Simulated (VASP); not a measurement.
# Ca (Fm-3m) in VASP: notebook

The runs below take Ca through relaxation of cell and atoms, with RPBE.

Everything below comes from runs of VASP 6.6.1. Logs are shortened: lines on timing, memory, paths and dates and some standing lists are left out, and cuts for length are marked.

## Step 1: The crystal as given

The structure is cubic, space group Fm-3m (No. 225). The conventional cell has a = 5.588 Å, b = 5.588 Å, c = 5.588 Å, α = 90.00°, β = 90.00°, γ = 90.00°. Ca (site symmetry m-3m) is surrounded by 12 Ca at 3.95 Å.

## Step 2: Relaxation of cell and atoms, RPBE

Input file INCAR:

```
SYSTEM = Ca
PREC     = Accurate       ! precision mode
ENCUT    = 600            ! plane-wave cutoff, eV
EDIFF    = 1E-6           ! SCF threshold, eV
ISMEAR   = 1              ! smearing method
SIGMA    = 0.1            ! smearing width, eV
LREAL    = .False.        ! projectors in reciprocal space
LASPH    = .True.         ! aspherical terms in the spheres
NELM     = 80             ! most SCF steps
ALGO     = Normal         ! electronic algorithm
ISIF     = 3              ! what is computed and relaxed
LWAVE    = .False.        ! write WAVECAR
LCHARG   = .False.        ! write CHGCAR
GGA      = RP             ! functional
IBRION   = 2              ! ionic algorithm
NSW      = 90             ! ionic steps
EDIFFG   = -0.01          ! ionic threshold
```

Input file KPOINTS:

```
Automatic mesh
0
Gamma
  12 12 12
  0 0 0
```

Input file POSCAR:

```
Ca
1.0
    0.0000000000      2.7942000000      2.7942000000
    2.7942000000      0.0000000000      2.7942000000
    2.7942000000      2.7942000000      0.0000000000
Ca
1
Direct
    0.0000000000      0.0000000000      0.0000000000
```

Potentials or basis: VASP PAW PBE potentials, release 64 (Ca_sv).

Command:

```bash
> cat potpaw_PBE.64/Ca_sv/POTCAR > POTCAR
> mpirun -np 1 vasp_std > vasp.out
```

OUTCAR:

```text
SYSTEM = Ca
   PREC = Accurate
   ENCUT = 600
   EDIFF = 1E-6
   ISMEAR = 1
   LREAL = .False.
   LASPH = .True.
   NELM = 80
   ISIF = 3
   GGA = RP
   IBRION = 2
   NSW = 90
   EDIFFG = -0.01

 ion  position               nearest neighbor table
   1  0.000  0.000  0.000-

  LATTYP: Found a face centered cubic cell.
 ALAT       =     5.5884000000

  Lattice vectors:

 A1 = (   0.0000000000,   2.7942000000,   2.7942000000)
 A2 = (   2.7942000000,   0.0000000000,   2.7942000000)
 A3 = (   2.7942000000,   2.7942000000,   0.0000000000)

Analysis of symmetry for initial positions (statically):
=====================================================================
 Subroutine PRICEL returns:
 Original cell was already a primitive cell.

 Routine SETGRP: Setting up the symmetry group for a
 face centered cubic supercell.

 Subroutine GETGRP returns: Found 48 space group operations
 (whereof 48 operations were pure point group operations)
 out of a pool of 48 trial point group operations.

The static configuration has the point symmetry O_h .

Analysis of symmetry for dynamics (positions and initial velocities):
=====================================================================
 Subroutine PRICEL returns:
 Original cell was already a primitive cell.

 Routine SETGRP: Setting up the symmetry group for a
 face centered cubic supercell.

 Subroutine GETGRP returns: Found 48 space group operations
 (whereof 48 operations were pure point group operations)
 out of a pool of 48 trial point group operations.

The dynamic configuration has the point symmetry O_h .

 Subroutine INISYM returns: Found 48 space group operations
 (whereof 48 operations are pure point group operations),
 and found     1 'primitive' translations

----------------------------------------------------------------------------------------

                                     Primitive cell

  volume of cell :      43.6317

  direct lattice vectors                    reciprocal lattice vectors
     0.000000000  2.794200000  2.794200000    -0.178942094  0.178942094  0.178942094
     2.794200000  0.000000000  2.794200000     0.178942094 -0.178942094  0.178942094
     2.794200000  2.794200000  0.000000000     0.178942094  0.178942094 -0.178942094

  length of vectors
[... 91 lines left out ...]
   NELECT =      10.0000    total number of electrons
   NUPDOWN=      -1.0000    fix difference up-down
   EMIN   =  10.00;   EMAX   =-10.00  energy-range for DOS
   EFERMI =   0.00;   METHOD = LEGACY
   ISMEAR =     1;   SIGMA  =   0.10  broadening in eV -4-tet -1-fermi 0-gaus
   EFERMI_NEDOS =   21; number of points for ismear=-14 and -15
   IALGO  =     38    algorithm
   IMIX   =      4    mixing-type and parameters
     AMIX     =   0.40;   BMIX     =  1.00
     AMIX_MAG =   1.60;   BMIX_MAG =  1.00
  volume/ion in A,a.u.               =      43.63       294.44
  Fermi-wavevector in a.u.,A,eV,Ry     =   1.001861  1.893242 13.656506  1.003725
  Thomas-Fermi vector in A             =   2.134310
   LORBIT       =      0    0 simple, 1 ext, 2 COOP (PROOUT), +10 PAW based schemes
   GGA     = RP    functional components
   LHFCALC =     F    Hartree Fock is set to
   AEXX    =    0.0000 exact exchange contribution
   IVDW    =     0    specifies the selected vdW correction
   LEPSILON=     F    determine dielectric tensor
   LRPA    =     F    only Hartree local field effects (RPA)
 conjugate gradient relaxation of ions
 non-spin polarized calculation
 Methfessel and Paxton  Order N= 1 SIGMA  =   0.10
  energy-cutoff  :      600.00
  volume of cell :       43.63
 maximum number of plane-waves:      1475
   NGX = 15   NGY = 15   NGZ = 15

--------------------------------------- Ionic step        1  -------------------------------------------

 number of electron      10.0000001 magnetization

 Free energy of the ion-electron system (eV)
  ---------------------------------------------------
  ext. energy  EPLUGINS =         0.00000000
  ---------------------------------------------------
  free energy    TOTEN  =        -1.74213646 eV

  energy without entropy =       -1.74173981  energy(sigma->0) =       -1.74200424

------------------------ aborting loop because EDIFF is reached ----------------------------------------

  FORCE on cell =-STRESS in cart. coord.  units (eV):
  Direction    XX          YY          ZZ          XY          YZ          ZX
  --------------------------------------------------------------------------------------
  -------------------------------------------------------------------------------------
  Total        0.0941342      0.0941342      0.0941342      0.0000000      0.0000000      0.0000000
  in kB        3.4566502      3.4566502      3.4566502      0.0000000      0.0000000      0.0000000
  external PRESSURE =       3.4566502 kB  Pullay stress =       0.0000000 kB
[... 57 lines left out ...]
--------------------------------------- Ionic step        3  -------------------------------------------

 number of electron      10.0000000 magnetization

 Free energy of the ion-electron system (eV)
  ---------------------------------------------------
  ext. energy  EPLUGINS =         0.00000000
  ---------------------------------------------------
  free energy    TOTEN  =        -1.74308121 eV

  energy without entropy =       -1.74276628  energy(sigma->0) =       -1.74297624

 E-fermi :   1.8554     XC(G=0):  -7.4490

 val. band max:        1.8274059545   @ k =  -0.4167   0.1667   0.0000
 cond. band min:       1.8579259142   @ k =  -0.3333   0.3333   0.1667
 fundamental gap:      0.0305199596
 Fermi energy:         1.8553733678

 k-point     1 :       0.0000    0.0000    0.0000
  band No.  band energies     occupation
      1     -40.4124      2.00000
      2     -21.2759      2.00000
      3     -21.2759      2.00000
      4     -21.2759      2.00000
      5      -2.0641      2.00000
      6       4.1687      0.00000
      7       4.1687      0.00000
      8       4.1687      0.00000
      9       5.1703      0.00000
[... 265 lines left out ...]
 k-point    24 :      -0.4167    0.1667    0.0000
  band No.  band energies     occupation
      1     -40.4012      2.00000
      2     -21.3761      2.00000
      3     -21.3113      2.00000
      4     -21.2956      2.00000
      5       1.1792      2.00000
      6       1.8274      1.45346
      7       3.5872     -0.00000
      8       4.3159      0.00000
      9       5.6609      0.00000

 [... further k-points ...]
[... 5 lines left out ...]
  --------------------------------------------------------------------------------------
  -------------------------------------------------------------------------------------
  Total       -0.0024479     -0.0024479     -0.0024479     -0.0000000      0.0000000     -0.0000000
  in kB       -0.0880300     -0.0880300     -0.0880300     -0.0000000      0.0000000     -0.0000000
  external PRESSURE =      -0.0880300 kB  Pullay stress =       0.0000000 kB
[... 16 lines left out ...]
  FREE ENERGIE OF THE ION-ELECTRON SYSTEM (eV)
  ---------------------------------------------------
  free  energy   TOTEN  =        -1.7430812124 eV

  energy  without entropy=       -1.7427662831  energy(sigma->0) =       -1.74297624

 reached required accuracy - stopping structural energy minimisation
```

It took 39 s on 1 thread of Intel Xeon Platinum 8488C (Sapphire Rapids), shared host; peak memory 0.2 GiB.

Results:

| Item | Value |
| --- | --- |
| Free energy | -1.7431 eV |
| Relaxed volume | 44.55 Å³/atom |
| Relaxed cell | a = 3.979 Å, b = 3.979 Å, c = 3.979 Å, α = 60.00°, β = 60.00°, γ = 60.00° |
| Space group after relaxing (to 0.05 Å) | Fm-3m (No. 225) |
| Energy gained by relaxing | 0.9 meV/atom |
| Ionic steps | 3 |
| Pressure after relaxing | 0.0 GPa |
| Band gap on the k mesh | none (metal or under the smearing width) |

The path:
```csv
step,energy change (eV),largest force (eV/Å),pressure (GPa),volume (Å³)
1,0.0000,0.0000,0.35,43.63
2,-0.0008,0.0000,0.11,44.23
3,-0.0009,0.0000,-0.01,44.55
```

Final structure:
```yaml
crystal:
  lattice:
    - [0.00000, 2.81371, 2.81371]
    - [2.81371, 0.00000, 2.81371]
    - [2.81371, 2.81371, 0.00000]
  atoms:
    - { symbol: Ca, position: [0.00000, 0.00000, 0.00000] }
```

Caveat: the PAW data sets were made with another functional, which shifts forces and pressure a little. RPBE and its kin give volumes clearly too large for solids.

## Step 3: Relaxation of cell and atoms, RPBE

This run uses another cell than the first one, of 44.55 Å³/atom, 1.021 times its volume.

INCAR, as its differences from that of step 2:

```diff
@@ -3,3 +3,3 @@
 ENCUT    = 600            ! plane-wave cutoff, eV
-EDIFF    = 1E-6           ! SCF threshold, eV
+EDIFF    = 1E-7           ! SCF threshold, eV
 ISMEAR   = 1              ! smearing method
@@ -16,2 +16,2 @@
 NSW      = 90             ! ionic steps
-EDIFFG   = -0.01          ! ionic threshold
+EDIFFG   = -0.005         ! ionic threshold
```

KPOINTS is that of step 2.

Input file POSCAR:

```
Ca                                      
1.0
    0.0000000000      2.8137053400      2.8137053400
    2.8137053400     -0.0000000000      2.8137053400
    2.8137053400      2.8137053400      0.0000000000
  Ca            
     1
Direct
     0.0000000000000000    0.0000000000000000    0.0000000000000000
```

Potentials or basis: VASP PAW PBE potentials, release 64 (Ca_sv).

Command:

```bash
> cat potpaw_PBE.64/Ca_sv/POTCAR > POTCAR
> mpirun -np 1 vasp_std > vasp.out
```

OUTCAR:

```text
SYSTEM = Ca
   PREC = Accurate
   ENCUT = 600
   EDIFF = 1E-7
   ISMEAR = 1
   LREAL = .False.
   LASPH = .True.
   NELM = 80
   ISIF = 3
   GGA = RP
   IBRION = 2
   NSW = 90
   EDIFFG = -0.005

 ion  position               nearest neighbor table
   1  0.000  0.000  0.000-

  LATTYP: Found a face centered cubic cell.
 ALAT       =     5.6274106800

  Lattice vectors:

 A1 = (   0.0000000000,   2.8137053400,   2.8137053400)
 A2 = (   2.8137053400,   0.0000000000,   2.8137053400)
 A3 = (   2.8137053400,   2.8137053400,   0.0000000000)

Analysis of symmetry for initial positions (statically):
=====================================================================
 Subroutine PRICEL returns:
 Original cell was already a primitive cell.

 Routine SETGRP: Setting up the symmetry group for a
 face centered cubic supercell.

 Subroutine GETGRP returns: Found 48 space group operations
 (whereof 48 operations were pure point group operations)
 out of a pool of 48 trial point group operations.

The static configuration has the point symmetry O_h .

Analysis of symmetry for dynamics (positions and initial velocities):
[... 158 lines left out ...]

 E-fermi :   1.8554     XC(G=0):  -7.4490

 val. band max:        1.8274354639   @ k =  -0.4167   0.1667   0.0000
 cond. band min:       1.8579493575   @ k =  -0.3333   0.3333   0.1667
 fundamental gap:      0.0305138935
 Fermi energy:         1.8553982922

 k-point     1 :       0.0000    0.0000    0.0000
  band No.  band energies     occupation
      1     -40.4123      2.00000
      2     -21.2759      2.00000
      3     -21.2759      2.00000
      4     -21.2759      2.00000
      5      -2.0641      2.00000
      6       4.1687      0.00000
      7       4.1687      0.00000
      8       4.1687      0.00000
      9       5.1703      0.00000
[... 265 lines left out ...]
 k-point    24 :      -0.4167    0.1667    0.0000
  band No.  band energies     occupation
      1     -40.4011      2.00000
      2     -21.3761      2.00000
      3     -21.3113      2.00000
      4     -21.2956      2.00000
      5       1.1792      2.00000
      6       1.8274      1.45339
      7       3.5872     -0.00000
      8       4.3159      0.00000
      9       5.6849      0.00000

 [... further k-points ...]
[... 5 lines left out ...]
  --------------------------------------------------------------------------------------
  -------------------------------------------------------------------------------------
  Total       -0.0018503     -0.0018503     -0.0018503     -0.0000000     -0.0000000      0.0000000
  in kB       -0.0665409     -0.0665409     -0.0665409     -0.0000000     -0.0000000      0.0000000
  external PRESSURE =      -0.0665409 kB  Pullay stress =       0.0000000 kB

 VOLUME and BASIS-vectors are now :
 -----------------------------------------------------------------------------
  energy-cutoff  :      600.00
  volume of cell :       44.55
      direct lattice vectors                 reciprocal lattice vectors
     0.000000000  2.813705340  2.813705340    -0.177701621  0.177701621  0.177701621
     2.813705340  0.000000000  2.813705340     0.177701621 -0.177701621  0.177701621
     2.813705340  2.813705340  0.000000000     0.177701621  0.177701621 -0.177701621

 POSITION                                       TOTAL-FORCE (eV/Angst)
 -----------------------------------------------------------------------------------
      0.00000      0.00000      0.00000        -0.000000     -0.000000      0.000000
 -----------------------------------------------------------------------------------
    total drift:                                0.000000      0.000000      0.000000

  FREE ENERGIE OF THE ION-ELECTRON SYSTEM (eV)
  ---------------------------------------------------
  free  energy   TOTEN  =        -1.7431463752 eV

  energy  without entropy=       -1.7428313947  energy(sigma->0) =       -1.74304138

 reached required accuracy - stopping structural energy minimisation
```

It took 16 s on 1 thread of Intel Xeon Platinum 8488C (Sapphire Rapids), shared host; peak memory 0.19 GiB.

Results:

| Item | Value |
| --- | --- |
| Free energy | -1.7431 eV |
| Pressure after relaxing | 0.0 GPa |
| Band gap on the k mesh | none (metal or under the smearing width) |

Final structure:
```
Ca
1.0
     0.00000    2.81371    2.81371
     2.81371    0.00000    2.81371
     2.81371    2.81371    0.00000
Ca
1
Direct
  0.00000 0.00000 0.00000
```

Levels at points of the mesh, in eV from the Fermi level:
```csv
k point,band 1,band 2,band 3,band 4,band 5,band 6,band 7,band 8,band 9
"(0.00, 0.00, 0.00)",-42.27,-23.13,-23.13,-23.13,-3.92,2.31,2.31,2.31,3.31
"(0.50, 0.00, 0.00)",-42.26,-23.24,-23.15,-23.15,-0.93,-0.22,2.20,2.20,3.95
"(0.50, 0.50, 0.00)",-42.25,-23.24,-23.17,-23.17,-0.39,0.64,0.86,3.94,4.12
```

Caveat: the relaxation stopped at its first step, so nothing moved; the PAW data sets were made with another functional, which shifts forces and pressure a little.
